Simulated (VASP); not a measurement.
# C (P6_3/mmc) in VASP: further runs

One crystal, C, is run at these levels: PBE+D3(BJ); tasks: relaxation of cell and atoms.

Program: VASP 6.6.1. These are calculated values, not measurements. Logs are shortened: lines on timing, memory, paths and dates and some standing lists are left out, and cuts for length are marked.

## (1) The structure

The structure is hexagonal, space group P6_3/mmc (No. 194). Conventional cell: a = 2.456 Å, b = 2.456 Å, c = 6.696 Å, α = 90.00°, β = 90.00°, γ = 120.00°. Around C (site symmetry -6m2) lie 3 C at 1.42 Å. Around C (site symmetry -6m2) lie 3 C at 1.42 Å.

## (2) Relaxation of cell and atoms, PBE+D3(BJ)

The input, INCAR:

```
PREC = Accurate
ENCUT = 900
EDIFF = 1E-7
ISMEAR = 0
SIGMA = 0.02
LREAL = False
LASPH = True
NELM = 100
ALGO = Fast
ISIF = 3
LWAVE = False
LCHARG = False
GGA = PE
IVDW = 12
IBRION = 2
NSW = 80
EDIFFG = -0.002
```

The input, KPOINTS:

```
regular mesh
0
Gamma
  15 15 6
```

The input, POSCAR:

```
C
1.0
    2.4560000000      0.0000000000      0.0000000000
   -1.2280000000      2.1269583900      0.0000000000
    0.0000000000      0.0000000000      6.6960000000
C
4
Direct
    0.0000000000      0.0000000000      0.7500000000
    0.0000000000      0.0000000000      0.2500000000
    0.3333333300      0.6666666700      0.7500000000
    0.6666666700      0.3333333300      0.2500000000
```

Potentials or basis: VASP PAW PBE potentials, release 64 (C_h).

On the command line:

```sh
$ cat potpaw_PBE.64/C_h/POTCAR > POTCAR
$ mpirun -np 1 vasp_std > vasp.out
```

OUTCAR:

```text
PREC = Accurate
   ENCUT = 900
   EDIFF = 1E-7
   ISMEAR = 0
   LREAL = False
   LASPH = True
   NELM = 100
   ISIF = 3
   GGA = PE
   IVDW = 12
   IBRION = 2
   NSW = 80
   EDIFFG = -0.002
 IVDW          = 12

 ion  position               nearest neighbor table
   1  0.000  0.000  0.750-   3 1.42   3 1.42   3 1.42
   2  0.000  0.000  0.250-   4 1.42   4 1.42   4 1.42
   3  0.333  0.667  0.750-   1 1.42   1 1.42   1 1.42
   4  0.667  0.333  0.250-   2 1.42   2 1.42   2 1.42

  LATTYP: Found a hexagonal cell.
 ALAT       =     2.4560000000
 C/A-ratio  =     2.7263843648

  Lattice vectors:

 A1 = (   2.4560000000,   0.0000000000,   0.0000000000)
 A2 = (  -1.2280000000,   2.1269583900,   0.0000000000)
 A3 = (   0.0000000000,   0.0000000000,   6.6960000000)

Analysis of symmetry for initial positions (statically):
=====================================================================
 Subroutine PRICEL returns:
 Original cell was already a primitive cell.

 Routine SETGRP: Setting up the symmetry group for a
 hexagonal supercell.

 Subroutine GETGRP returns: Found 24 space group operations
 (whereof 12 operations were pure point group operations)
 out of a pool of 24 trial point group operations.

The static configuration has the point symmetry D_3d.
 The point group associated with its full space group is D_6h.

Analysis of symmetry for dynamics (positions and initial velocities):
=====================================================================
 Subroutine PRICEL returns:
 Original cell was already a primitive cell.

 Routine SETGRP: Setting up the symmetry group for a
 hexagonal supercell.

 Subroutine GETGRP returns: Found 24 space group operations
 (whereof 12 operations were pure point group operations)
 out of a pool of 24 trial point group operations.

The dynamic configuration has the point symmetry D_3d.
 The point group associated with its full space group is D_6h.

 Subroutine INISYM returns: Found 24 space group operations
 (whereof 12 operations are pure point group operations),
 and found     1 'primitive' translations

----------------------------------------------------------------------------------------

                                     Primitive cell

  volume of cell :      34.9786

  direct lattice vectors                    reciprocal lattice vectors
     2.456000000  0.000000000  0.000000000     0.407166124  0.235077471  0.000000000
    -1.228000000  2.126958390  0.000000000     0.000000000  0.470154943  0.000000000
     0.000000000  0.000000000  6.696000000     0.000000000  0.000000000  0.149342891

  length of vectors
[... 98 lines left out ...]
   NUPDOWN=      -1.0000    fix difference up-down
   EMIN   =  10.00;   EMAX   =-10.00  energy-range for DOS
   EFERMI =   0.00;   METHOD = LEGACY
   ISMEAR =     0;   SIGMA  =   0.02  broadening in eV -4-tet -1-fermi 0-gaus
   EFERMI_NEDOS =   21; number of points for ismear=-14 and -15
   IALGO  =     68    algorithm
   IMIX   =      4    mixing-type and parameters
     AMIX     =   0.40;   BMIX     =  1.00
     AMIX_MAG =   1.60;   BMIX_MAG =  1.00
  volume/ion in A,a.u.               =       8.74        59.01
  Fermi-wavevector in a.u.,A,eV,Ry     =   1.261384  2.383670 21.648079  1.591089
  Thomas-Fermi vector in A             =   2.394846
   LORBIT       =      0    0 simple, 1 ext, 2 COOP (PROOUT), +10 PAW based schemes
   GGA     = PE    functional components
   LHFCALC =     F    Hartree Fock is set to
   AEXX    =    0.0000 exact exchange contribution
   IVDW    =    12    specifies the selected vdW correction
   LEPSILON=     F    determine dielectric tensor
   LRPA    =     F    only Hartree local field effects (RPA)
 conjugate gradient relaxation of ions
 non-spin polarized calculation
 RMM-DIIS sequential band-by-band and
 Gauss-broadening in eV      SIGMA  =   0.02
  energy-cutoff  :      900.00
  volume of cell :       34.98
 maximum number of plane-waves:      2184
   NGX = 13   NGY = 13   NGZ = 33

--------------------------------------- Ionic step        1  -------------------------------------------

 number of electron      16.0000001 magnetization

 Free energy of the ion-electron system (eV)
  ---------------------------------------------------
  ext. energy  EPLUGINS =         0.00000000
  ---------------------------------------------------
  free energy    TOTEN  =       -36.90636766 eV

  energy without entropy =      -36.90619030  energy(sigma->0) =      -36.90627898

------------------------ aborting loop because EDIFF is reached ----------------------------------------

 Edisp (eV)   -0.62732

 E8    (eV) :    -0.1778
[... 111 lines left out ...]
  FREE ENERGIE OF THE ION-ELECTRON SYSTEM (eV)
  ---------------------------------------------------
  free  energy   TOTEN  =       -37.5369335881 eV

  energy  without entropy=      -37.5367573180  energy(sigma->0) =      -37.53684545

[... ionic steps 4 to 7 ...]

--------------------------------------- Ionic step        8  -------------------------------------------

 number of electron      16.0000001 magnetization

------------------------ aborting loop because EDIFF is reached ----------------------------------------
[... 79 lines left out ...]
--------------------------------------- Ionic step       10  -------------------------------------------

 number of electron      16.0000001 magnetization

 Free energy of the ion-electron system (eV)
  ---------------------------------------------------
  ext. energy  EPLUGINS =         0.00000000
  ---------------------------------------------------
  free energy    TOTEN  =       -36.90728376 eV

  energy without entropy =      -36.90711114  energy(sigma->0) =      -36.90719745

 E-fermi :   5.5172     XC(G=0): -10.4463

 val. band max:        5.5151977296   @ k =   0.3333   0.3333   0.5000
 cond. band min:       5.5266335733   @ k =   0.3333   0.3333   0.3333
 fundamental gap:      0.0114358437
 Fermi energy:         5.5172057448

 k-point     1 :       0.0000    0.0000    0.0000
  band No.  band energies     occupation
      1     -14.1467      2.00000
      2     -13.8334      2.00000
      3      -3.0235      2.00000
      4      -0.9989      2.00000
      5       2.4952      2.00000
      6       2.4952      2.00000
      7       2.5147      2.00000
      8       2.5147      2.00000
      9       9.8504      0.00000
     10      13.8568      0.00000
     11      13.8568      0.00000
     12      13.9116      0.00000
[... 331 lines left out ...]
 k-point    24 :       0.4000    0.2000    0.0000
  band No.  band energies     occupation
      1      -8.1936      2.00000
      2      -8.0833      2.00000
      3      -7.1748      2.00000
      4      -7.1046      2.00000
      5      -3.3585      2.00000
      6      -3.2503      2.00000
      7       3.6005      2.00000
      8       4.2856      2.00000
      9       6.8889      0.00000
     10       7.0191      0.00000
     11      16.0428      0.00000
     12      16.7253      0.00000

 [... further k-points ...]

------------------------ aborting loop because EDIFF is reached ----------------------------------------

 Edisp (eV)   -0.62971

 E8    (eV) :    -0.1786
[... 27 lines left out ...]
  FREE ENERGIE OF THE ION-ELECTRON SYSTEM (eV)
  ---------------------------------------------------
  free  energy   TOTEN  =       -37.5369940562 eV

  energy  without entropy=      -37.5368214344  energy(sigma->0) =      -37.53690775

 reached required accuracy - stopping structural energy minimisation
```

CONTCAR:

```text
C
   1.00000000000000
     2.4641343409755385   -0.0000000000000000   -0.0000000000000000
    -1.2320671704877693    2.1340029359110004    0.0000000000000000
    -0.0000000000000000   -0.0000000000000000    6.6715829082393778
  C
     4
Direct
     0.0000000000000000    0.0000000000000000    0.7500000000000000
     0.0000000000000000    0.0000000000000000    0.2500000000000000
     0.3333333300000021    0.6666666699999979    0.7500000000000000
     0.6666666699999979    0.3333333300000021    0.2500000000000000

  0.00000000E+00  0.00000000E+00  0.00000000E+00
  0.00000000E+00  0.00000000E+00  0.00000000E+00
  0.00000000E+00  0.00000000E+00  0.00000000E+00
  0.00000000E+00  0.00000000E+00  0.00000000E+00
```

Run time: 2.8 min. Hardware: 1 thread of Intel Xeon 6975P-C (Granite Rapids), shared host; peak memory 0.25 GiB.

Results:

- Free energy: -37.5370 eV
- Relaxed volume: 8.77 Å³/atom
- Relaxed cell: a = 2.464 Å, b = 2.464 Å, c = 6.672 Å, α = 90.00°, β = 90.00°, γ = 120.00°
- Space group after relaxing (to 0.05 Å): P6_3/mmc (No. 194)
- Energy gained by relaxing: 0.8 meV/atom
- Ionic steps: 10
- Pressure after relaxing: 0.0 GPa
- Band gap on the k mesh: none (metal or under the smearing width)
- Dispersion energy per atom: -0.157 eV

The path:
```csv
step,energy change (eV),largest force (eV/Å),pressure (GPa),volume (Å³)
1,0.0000,0.0000,2.94,34.98
2,0.0173,0.0000,-7.23,35.79
3,-0.0032,0.0000,-0.08,35.21
4,-0.0032,0.0000,-0.02,35.20
5,-0.0033,0.0000,-0.02,35.19
6,-0.0033,0.0000,0.00,35.16
7,-0.0033,0.0000,0.02,35.10
8,-0.0033,0.0000,0.03,35.08
9,-0.0033,0.0000,-0.24,35.10
10,-0.0033,0.0000,0.00,35.08
```

Final structure:
```yaml
crystal:
  lattice:
    - [2.46413, 0.00000, 0.00000]
    - [-1.23207, 2.13400, 0.00000]
    - [0.00000, 0.00000, 6.67158]
  atoms:
    - { symbol: C, position: [0.00000, 0.00000, 0.75000] }
    - { symbol: C, position: [0.00000, 0.00000, 0.25000] }
    - { symbol: C, position: [0.33333, 0.66667, 0.75000] }
    - { symbol: C, position: [0.66667, 0.33333, 0.25000] }
```

Levels at points of the mesh, in eV from the Fermi level:
```tsv
k point	band 4	band 5	band 6	band 7	band 8	band 9	band 10	band 11	band 12
(0.00, 0.00, 0.00)	-6.52	-3.02	-3.02	-3.00	-3.00	4.33	8.34	8.34	8.39
(0.00, 0.00, 0.50)	-7.63	-3.01	-3.01	-3.01	-3.01	7.02	7.02	8.37	8.37
```

Caveat: the cutoff is under 1.25 times the usual one of these potentials, so pressure, stress and relaxed cells hold a basis-set (Pulay) error.

## (3) Relaxation of cell and atoms, PBE+D3(BJ)

This run uses another cell than the first one, of 8.77 Å³/atom, 1.003 times its volume.

INCAR is that of step 2.

KPOINTS is that of step 2.

The input, POSCAR:

```
C                                       
1.0
    2.4641343410     -0.0000000000     -0.0000000000
   -1.2320671705      2.1340029359      0.0000000000
   -0.0000000000     -0.0000000000      6.6715829082
  C             
     4
Direct
     0.0000000000000000    0.0000000000000000    0.7500000000000000
     0.0000000000000000    0.0000000000000000    0.2500000000000000
     0.3333333300000021    0.6666666699999979    0.7500000000000000
     0.6666666699999979    0.3333333300000021    0.2500000000000000
```

Potentials or basis: VASP PAW PBE potentials, release 64 (C_h).

On the command line:

```sh
$ cat potpaw_PBE.64/C_h/POTCAR > POTCAR
$ mpirun -np 1 vasp_std > vasp.out
```

It took 45 s on 1 thread of Intel Xeon 6975P-C (Granite Rapids), shared host; peak memory 0.23 GiB.

Results (log left out):

| Item | Value |
| --- | --- |
| Free energy | -37.5373 eV |
| Pressure after relaxing | 0.0 GPa |
| Band gap on the k mesh | none (metal or under the smearing width) |
| Dispersion energy per atom | -0.157 eV |

Final structure:
```
C
1.0
     2.46413    0.00000    0.00000
    -1.23207    2.13400    0.00000
     0.00000    0.00000    6.67158
C
4
Direct
  0.00000 0.00000 0.75000
  0.00000 0.00000 0.25000
  0.33333 0.66667 0.75000
  0.66667 0.33333 0.25000
```

Levels at points of the mesh, in eV from the Fermi level:
| k point | band 5 | band 6 | band 7 | band 8 | band 9 | band 10 | band 11 | band 12 |
| --- | --- | --- | --- | --- | --- | --- | --- | --- |
| (0.00, 0.00, 0.00) | -3.02 | -3.02 | -3.00 | -3.00 | 4.33 | 8.34 | 8.36 | 8.39 |
| (0.00, 0.00, 0.50) | -3.01 | -3.01 | -3.01 | -3.01 | 7.93 | 8.15 | 8.37 | 8.37 |

Caveat: the cutoff is under 1.25 times the usual one of these potentials, so pressure, stress and relaxed cells hold a basis-set (Pulay) error; the relaxation stopped at its first step, so nothing moved.
